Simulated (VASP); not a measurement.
# ZnS (P6_3mc) in VASP: notebook, part 2 of 2

VASP 6.6.1. The steps go on from the part before.

### 4 Single point, revPBE+D3(BJ)

This run uses another cell than the first one, of 19.81 Å³/atom.

The input, INCAR:

```
SYSTEM = ZnS
ALGO = Normal
EDIFF = 1E-6
ENCUT = 520
GGA = RE
ISIF = 2
ISMEAR = -1
IVDW = 12
LASPH = .TRUE.
LCHARG = .TRUE.
LELF = .TRUE.
LREAL = .FALSE.
LVHAR = .TRUE.
LWAVE = .FALSE.
NBANDS = 46
NELM = 80
PREC = Accurate
SIGMA = 0.05
```

The input, KPOINTS:

```
k-points
0
G
  8 8 3
  0 0 0
```

The input, POSCAR:

```
ZnS
1.0
    3.8227000000      0.0000000000      0.0000000000
   -1.9113500000      3.3105553110      0.0000000000
    0.0000000000      0.0000000000     12.5200000000
Zn S
4 4
Direct
    0.6666666667      0.3333333333      0.7500000000
    0.3333333333      0.6666666667      0.2500000000
    0.0000000000      0.0000000000      0.5000000000
    0.0000000000      0.0000000000      0.0000000000
    0.6666666667      0.3333333333      0.9375000000
    0.3333333333      0.6666666667      0.4375000000
    0.0000000000      0.0000000000      0.6875000000
    0.0000000000      0.0000000000      0.1875000000
```

Potentials or basis: VASP PAW PBE potentials, release 64 (Zn, S).

The run is started by

```console
$ cat potpaw_PBE.64/Zn/POTCAR potpaw_PBE.64/S/POTCAR > POTCAR
$ mpirun -np 1 vasp_std > vasp.out
```

OUTCAR:

```text
SYSTEM = ZnS
   EDIFF = 1E-6
   ENCUT = 520
   GGA = RE
   ISIF = 2
   ISMEAR = -1
   IVDW = 12
   LASPH = .TRUE.
   LREAL = .FALSE.
   NELM = 80
   PREC = Accurate
 IVDW          = 12

 ion  position               nearest neighbor table
   1  0.667  0.333  0.750-   7 2.34   7 2.34   7 2.34   5 2.35
   2  0.333  0.667  0.250-   8 2.34   8 2.34   8 2.34   6 2.35
   3  0.000  0.000  0.500-   6 2.34   6 2.34   6 2.34   7 2.35
   4  0.000  0.000  0.000-   5 2.34   5 2.34   5 2.34   8 2.35
   5  0.667  0.333  0.938-   4 2.34   4 2.34   4 2.34   1 2.35
   6  0.333  0.667  0.438-   3 2.34   3 2.34   3 2.34   2 2.35
   7  0.000  0.000  0.688-   1 2.34   1 2.34   1 2.34   3 2.35
   8  0.000  0.000  0.188-   2 2.34   2 2.34   2 2.34   4 2.35

  LATTYP: Found a hexagonal cell.
 ALAT       =     3.8227000000
 C/A-ratio  =     3.2751719988

  Lattice vectors:

 A1 = (   3.8227000000,   0.0000000000,   0.0000000000)
 A2 = (  -1.9113500000,   3.3105553110,   0.0000000000)
 A3 = (   0.0000000000,   0.0000000000,  12.5200000000)

Analysis of symmetry for initial positions (statically):
=====================================================================
 Subroutine PRICEL returns:
 Original cell was already a primitive cell.

 Routine SETGRP: Setting up the symmetry group for a
 hexagonal supercell.

 Subroutine GETGRP returns: Found 12 space group operations
 (whereof  6 operations were pure point group operations)
 out of a pool of 24 trial point group operations.

The static configuration has the point symmetry C_3v.
 The point group associated with its full space group is C_6v.

Analysis of symmetry for dynamics (positions and initial velocities):
=====================================================================
 Subroutine PRICEL returns:
 Original cell was already a primitive cell.

 Routine SETGRP: Setting up the symmetry group for a
 hexagonal supercell.

[... 134 lines left out ...]
  Fermi-wavevector in a.u.,A,eV,Ry     =   1.258618  2.378443 21.553244  1.584119
  Thomas-Fermi vector in A             =   2.392218
   LORBIT       =      0    0 simple, 1 ext, 2 COOP (PROOUT), +10 PAW based schemes
   GGA     = RE    functional components
   LHFCALC =     F    Hartree Fock is set to
   AEXX    =    0.0000 exact exchange contribution
   IVDW    =    12    specifies the selected vdW correction
   LEPSILON=     F    determine dielectric tensor
   LRPA    =     F    only Hartree local field effects (RPA)
 non-spin polarized calculation
  energy-cutoff  :      520.00
  volume of cell :      158.44
 maximum number of plane-waves:      4293
   NGX = 15   NGY = 15   NGZ = 47

 number of electron      71.9999983 magnetization

 Free energy of the ion-electron system (eV)
  ---------------------------------------------------
  ext. energy  EPLUGINS =         0.00000000
  ---------------------------------------------------
  free energy    TOTEN  =       -25.05432855 eV

  energy without entropy =      -25.05432855  energy(sigma->0) =      -25.05432855

 E-fermi :   3.2166     XC(G=0):  -9.4460

 val. band max:        2.1617678005   @ k =   0.0000   0.0000   0.0000
 cond. band min:       4.4172867500   @ k =   0.0000   0.0000   0.0000
 fundamental gap:      2.2555189495
 Fermi energy:         3.2165689231

 k-point     1 :       0.0000    0.0000    0.0000
  band No.  band energies     occupation
      1     -10.9518      2.00000
      2     -10.5415      2.00000
      3     -10.5295      2.00000
      4     -10.0402      2.00000
      5      -4.1284      2.00000
      6      -4.1250      2.00000
[... 969 lines left out ...]
     45       9.5596      0.00000
     46       9.8065      0.00000

------------------------ aborting loop because EDIFF is reached ----------------------------------------

 Edisp (eV)   -4.80331

 E8    (eV) :    -3.2103

  FORCE on cell =-STRESS in cart. coord.  units (eV):
  Direction    XX          YY          ZZ          XY          YZ          ZX
  --------------------------------------------------------------------------------------
  -------------------------------------------------------------------------------------
  Total      -2.15812    -2.15812    -2.26192     0.00000     0.00000     0.00000
  in kB     -21.82284   -21.82284   -22.87247     0.00000     0.00000     0.00000
  external pressure =      -22.17 kB  Pullay stress =        0.00 kB

 VOLUME and BASIS-vectors are now :
 -----------------------------------------------------------------------------
  energy-cutoff  :      520.00
  volume of cell :      158.44
      direct lattice vectors                 reciprocal lattice vectors
     3.822700000  0.000000000  0.000000000     0.261595208  0.151032064  0.000000000
    -1.911350000  3.310555311  0.000000000     0.000000000  0.302064127  0.000000000
     0.000000000  0.000000000 12.520000000     0.000000000  0.000000000  0.079872204

 POSITION                                       TOTAL-FORCE (eV/Angst)
 -----------------------------------------------------------------------------------
      1.91135      1.10352      9.39000         0.000000     -0.000000      0.010029
     -0.00000      2.20704      3.13000        -0.000000      0.000000      0.010029
      0.00000      0.00000      6.26000        -0.000000      0.000000      0.030751
      0.00000      0.00000      0.00000         0.000000     -0.000000      0.030751
      1.91135      1.10352     11.73750        -0.000000      0.000000      0.011225
     -0.00000      2.20704      5.47750         0.000000      0.000000      0.011225
      0.00000      0.00000      8.60750        -0.000000     -0.000000     -0.052006
      0.00000      0.00000      2.34750         0.000000      0.000000     -0.052006
 -----------------------------------------------------------------------------------
    total drift:                               -0.000001     -0.000002     -0.000275

  FREE ENERGIE OF THE ION-ELECTRON SYSTEM (eV)
  ---------------------------------------------------
  free  energy   TOTEN  =       -29.8576390757 eV

  energy  without entropy=      -29.8576390757  energy(sigma->0) =      -29.85763908
```

OSZICAR:

```text
N       E                     dE             d eps       ncg     rms          rms(c)
DAV:   1     0.596895375190E+03    0.59690E+03   -0.33445E+04  1840   0.190E+03
DAV:   2     0.548449303546E+02   -0.54205E+03   -0.52192E+03  1840   0.438E+02
DAV:   3    -0.228724213393E+02   -0.77717E+02   -0.76473E+02  2046   0.152E+02
DAV:   4    -0.266471007372E+02   -0.37747E+01   -0.37601E+01  2226   0.337E+01
DAV:   5    -0.267044450470E+02   -0.57344E-01   -0.57324E-01  2150   0.424E+00    0.146E+01
DAV:   6    -0.250030857938E+02    0.17014E+01   -0.33459E+00  2826   0.399E+01    0.112E+01
DAV:   7    -0.251444752611E+02   -0.14139E+00   -0.48058E+00  2094   0.857E+00    0.397E+00
DAV:   8    -0.250553830298E+02    0.89092E-01   -0.32730E-01  2334   0.494E+00    0.139E+00
DAV:   9    -0.250531247355E+02    0.22583E-02   -0.10575E-01  2372   0.270E+00    0.495E-01
DAV:  10    -0.250532850558E+02   -0.16032E-03   -0.46049E-03  2192   0.885E-01    0.255E-01
DAV:  11    -0.250539368456E+02   -0.65179E-03   -0.87788E-04  2318   0.293E-01    0.949E-02
DAV:  12    -0.250543006021E+02   -0.36376E-03   -0.60342E-04  2014   0.257E-01    0.361E-02
DAV:  13    -0.250543063042E+02   -0.57021E-05   -0.58119E-05  2258   0.111E-01    0.112E-02
DAV:  14    -0.250543280508E+02   -0.21747E-04   -0.48139E-05  2020   0.777E-02    0.108E-02
DAV:  15    -0.250543285544E+02   -0.50357E-06   -0.65992E-06  2216   0.447E-02
   1 F= -.29857639E+02 E0= -.29857639E+02  d E =-.376049E-10
```

Run time: 84 s. Hardware: 1 thread of AMD EPYC 9R45 (Zen 5), shared host; peak memory 0.29 GiB.

Results:

```
Free energy                : -29.8576 eV
Pressure                   : -2.2 GPa
Largest force              : 0.052 eV/Å
Band gap on the k mesh     : 2.26 eV
Dispersion energy per atom : -0.600 eV
```

Forces in eV/Å, atoms in the order of the input:
```
Zn   0.000  0.000  0.010
Zn   0.000  0.000  0.010
Zn   0.000  0.000  0.031
Zn   0.000  0.000  0.031
S    0.000  0.000  0.011
S    0.000  0.000  0.011
S    0.000  0.000 -0.052
S    0.000  0.000 -0.052
```

Levels at points of the mesh, in eV from the valence-band top:
| k point | band 32 | band 33 | band 34 | band 35 | band 36 | band 37 | band 38 | band 39 | band 40 | band 41 |
| --- | --- | --- | --- | --- | --- | --- | --- | --- | --- | --- |
| (0.00, 0.00, 0.00) | -0.45 | -0.45 | -0.04 | 0.00 | 0.00 | 2.26 | 3.28 | 3.48 | 3.72 | 6.39 |
| (0.50, 0.00, 0.00) | -1.58 | -1.58 | -1.56 | -1.09 | -0.87 | 3.41 | 3.47 | 3.85 | 4.44 | 4.94 |

Caveat: the PAW data sets were made with another functional, which shifts forces and pressure a little; an odd mesh through Γ misses points on the zone boundary, where band edges can lie.

### 5 Single point, PBE+D3(BJ)

This run uses another cell than the first one, of 20.20 Å³/atom.

The input, INCAR:

```
  PREC = Accurate
  ENCUT = 520
  EDIFF = 1E-7
  ISMEAR = -1
  SIGMA = 0.05
  LREAL = F
  LASPH = T
  NELM = 60
  ALGO = Normal
  ISIF = 2
  LWAVE = F
  LCHARG = T
  GGA = PE
  IVDW = 12
  LELF = T
  LVHAR = T
  NBANDS = 46
```

The input, KPOINTS:

```
Automatic mesh
0
Gamma
  8 8 3
```

Changes to POSCAR since step 4:

```diff
@@ -2,5 +2,5 @@
 1.0
-    3.8227000000      0.0000000000      0.0000000000
-   -1.9113500000      3.3105553110      0.0000000000
-    0.0000000000      0.0000000000     12.5200000000
+    3.8480166318      0.0000000000      0.0000000000
+   -1.9240083159      3.3324801573      0.0000000000
+    0.0000000000      0.0000000000     12.6029163237
 Zn S
```

The run is started by

```console
$ cat potpaw_PBE.64/Zn/POTCAR potpaw_PBE.64/S/POTCAR > POTCAR
$ mpirun -np 1 vasp_std > vasp.out
```

It took 1.8 min on 1 thread of AMD EPYC 9R45 (Zen 5), shared host; peak memory 0.31 GiB.

Results (log left out):

```
Free energy                : -29.7991 eV
Pressure                   : -2.6 GPa
Largest force              : 0.042 eV/Å
Band gap on the k mesh     : 2.04 eV
Dispersion energy per atom : -0.300 eV
```

Forces on the atoms (eV/Å):
```
Zn   0.000  0.000  0.006
Zn   0.000  0.000  0.006
Zn   0.000  0.000  0.022
Zn   0.000  0.000  0.022
S    0.000  0.000  0.014
S    0.000  0.000  0.014
S    0.000  0.000 -0.042
S    0.000  0.000 -0.042
```

Stress tensor (GPa, compression positive):
```
-2.54  0.00  0.00
 0.00 -2.54  0.00
 0.00  0.00 -2.65
```

Levels at points of the mesh, in eV from the valence-band top:
| k point | band 32 | band 33 | band 34 | band 35 | band 36 | band 37 | band 38 | band 39 | band 40 | band 41 |
| --- | --- | --- | --- | --- | --- | --- | --- | --- | --- | --- |
| (0.00, 0.00, 0.00) | -0.44 | -0.44 | -0.04 | 0.00 | 0.00 | 2.04 | 3.16 | 3.33 | 3.56 | 6.36 |
| (0.50, 0.00, 0.00) | -1.54 | -1.53 | -1.52 | -1.06 | -0.84 | 3.30 | 3.38 | 3.78 | 4.35 | 4.87 |

Caveat: an odd mesh through Γ misses points on the zone boundary, where band edges can lie.

### 6 Summary

```tsv
level	cell	gap on the mesh (eV)	pressure (GPa)	largest force (eV/Å)
PBEsol	a = 3.797, b = 3.797, c = 12.436 Å, angles 90.0, 90.0, 120.0°, 8 atoms	2.08	-0.6	0.05
PBE+D3(BJ)	a = 3.823, b = 3.823, c = 12.520 Å, angles 90.0, 90.0, 120.0°, 8 atoms	2.13	-1.2	0.05
revPBE+D3(BJ)	a = 3.823, b = 3.823, c = 12.520 Å, angles 90.0, 90.0, 120.0°, 8 atoms	2.26	-2.2	0.05
PBE+D3(BJ)	a = 3.848, b = 3.848, c = 12.603 Å, angles 90.0, 90.0, 120.0°, 8 atoms	2.04	-2.6	0.04
```

Alike in all rows: task single point; potentials or basis VASP PAW PBE potentials, release 64 (Zn, S); no spin polarisation; k mesh 8 × 8 × 3; cutoff (eV) 520; smearing fermi-dirac 0.05 eV.

Caveats: an odd mesh through Γ misses points on the zone boundary, where band edges can lie (at least some runs); the PAW data sets were made with another functional, which shifts forces and pressure a little (at least some runs).

Total energies depend on the potentials used, so only differences within one code and one set of settings carry meaning.

### 7 Comparison with measurements

Step 2. Against the measured gap of ZnS, 3.911 eV (direct; 4 K; a printed reference work, monograph), the calculated 2.08 eV is off by -1.83 eV. The value is that of PBEsol, without temperature or zero-point motion. Semilocal functionals fall short of measured gaps as a rule.
